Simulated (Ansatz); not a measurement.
## Relaxing HC28

All numbers below come from DFT PBE, scalar-relativistic, plane waves, PAW (Ansatz). Run with 420 eV cutoff, 4×4×3 k-mesh, Gaussian smearing of 0.10 eV, no spin polarisation.

What was changed: H interstitial, charge +0, atoms relaxed.

In a supercell of 29 atoms the defect feels its periodic images, and the cell reads as a metal on the mesh, so a level in the gap can't be told from a carrier in the bands.

Spin polarisation was left out.

Command:

```bash
ansatz run input.yaml --threads 4 --pin off --max-ram 10240MiB --backend cpu --events-out ev --progress --plain --runs-dir out
```

Input:

```yaml
crystal:
  lattice:
    - [1.2332663983, -6.4082401833, 0.0]
    - [4.9330655932, 4.2721601222, 0.0]
    - [0.0, 0.0, 8.4654490661]
  atoms:
    - { symbol: C, position: [0.8571428571, 0.2857142857, 0.25] }
    - { symbol: C, position: [0.4285714286, 0.1428571429, 0.25] }
    - { symbol: C, position: [0.0, 0.0, 0.25] }
    - { symbol: C, position: [0.7142857143, 0.5714285714, 0.25] }
    - { symbol: C, position: [0.2857142857, 0.4285714286, 0.25] }
    - { symbol: C, position: [0.5714285714, 0.8571428571, 0.25] }
    - { symbol: C, position: [0.1428571429, 0.7142857143, 0.25] }
    - { symbol: C, position: [0.8571428571, 0.2857142857, 0.75] }
    - { symbol: C, position: [0.4285714286, 0.1428571429, 0.75] }
    - { symbol: C, position: [0.0, 0.0, 0.75] }
    - { symbol: C, position: [0.7142857143, 0.5714285714, 0.75] }
    - { symbol: C, position: [0.2857142857, 0.4285714286, 0.75] }
    - { symbol: C, position: [0.5714285714, 0.8571428571, 0.75] }
    - { symbol: C, position: [0.1428571429, 0.7142857143, 0.75] }
    - { symbol: C, position: [0.6666666667, 0.3333333333, 0.25] }
    - { symbol: C, position: [0.2380952381, 0.1904761905, 0.25] }
    - { symbol: C, position: [0.8095238095, 0.0476190476, 0.25] }
    - { symbol: C, position: [0.5238095238, 0.619047619, 0.25] }
    - { symbol: C, position: [0.0952380952, 0.4761904762, 0.25] }
    - { symbol: C, position: [0.380952381, 0.9047619048, 0.25] }
    - { symbol: C, position: [0.9523809524, 0.7619047619, 0.25] }
    - { symbol: C, position: [0.9047619048, 0.5238095238, 0.75] }
    - { symbol: C, position: [0.4761904762, 0.380952381, 0.75] }
    - { symbol: C, position: [0.0476190476, 0.2380952381, 0.75] }
    - { symbol: C, position: [0.7619047619, 0.8095238095, 0.75] }
    - { symbol: C, position: [0.3333333333, 0.6666666667, 0.75] }
    - { symbol: C, position: [0.619047619, 0.0952380952, 0.75] }
    - { symbol: C, position: [0.1904761905, 0.9523809524, 0.75] }
    - { symbol: H, position: [0.8470352405, 0.9534711547, -0.0099366367] }
basis:
  ecutwfc: 420
  xc_grid: 2
kpoints:
  mp_grid: { grid: [4, 4, 3], shift: [0.0, 0.0, 0.0] }
hamiltonian:
  xc: pbe
scf:
  occupations: { method: gaussian, width: 0.1 }
output:
  forces: true
  stress: false
  eigenvalues: true
  write_density: true
  write_potential: true
  elf: true
  volumetric_format: npy
relax:
  adjacent_minimum: "off"
  f_tol: 0.02
  max_steps: 60
```

F is the free energy.

Steps:

| step | F − F(1) (eV) | largest force component (eV/Å) |
| --- | --- | --- |
| 1 | 0.0000 | 0.331 |
| 2 | -0.0392 | 0.205 |
| 3 | -0.0665 | 0.262 |
| 4 | -0.1507 | 0.547 |
| 5 | -0.3091 | 1.222 |
| 6 | -0.6736 | 2.087 |
| 7 | -1.1778 | 1.385 |
| 8 | -1.3607 | 2.824 |
| 9 | -1.4574 | 1.163 |
| 10 | -1.4958 | 1.014 |
| 11 | -1.5295 | 0.162 |
| 12 | -1.5334 | 0.019 |
| 13 | -1.5334 | 0.019 |

Relaxed structure:

```xyz
29
Lattice="1.2333 -6.4082 0.0000 4.9331 4.2722 0.0000 0.0000 0.0000 8.4654" Properties=species:S:1:pos:R:3 pbc="T T T"
C     2.3494   -4.3560    2.1725
C     1.1159   -2.2202    2.1724
C    -0.1172   -0.0843    2.1740
C     3.5823   -2.2201    2.1725
C     2.3491   -0.0840    2.1720
C     4.8156   -0.0838    2.1739
C     3.5824    2.0519    2.1716
C     2.6261   -4.1909    6.3073
C     1.3970   -2.0528    6.2465
C     0.1945    0.0665    6.3517
C     3.8340   -2.0712    6.3522
C     2.6341    0.0805    6.3074
C     5.0960    0.1180    6.3529
C     3.8637    2.2237    6.3075
C     2.3491   -2.9322    2.1722
C     1.1161   -0.7962    2.1724
C     1.1161   -5.0681    2.1744
C     3.5823   -0.7960    2.1729
C     2.3492    1.3400    2.1714
C     4.8156    1.3402    2.1724
C     4.8156   -2.9323    2.1725
C     3.8482   -3.4772    6.3125
C     2.6308   -1.3466    6.2886
C     1.4050    0.7819    6.3118
C     5.0970   -1.3411    6.6615
C     3.8712    0.8086    6.3125
C     1.3918   -3.4745    6.2893
C     5.1013    2.9345    6.2889
H     5.0982   -1.3420   -0.6754
```

The run converged. Time: 14 min on 4 threads of AMD EPYC (Zen 3) (shared host), peak memory 1.2 GiB.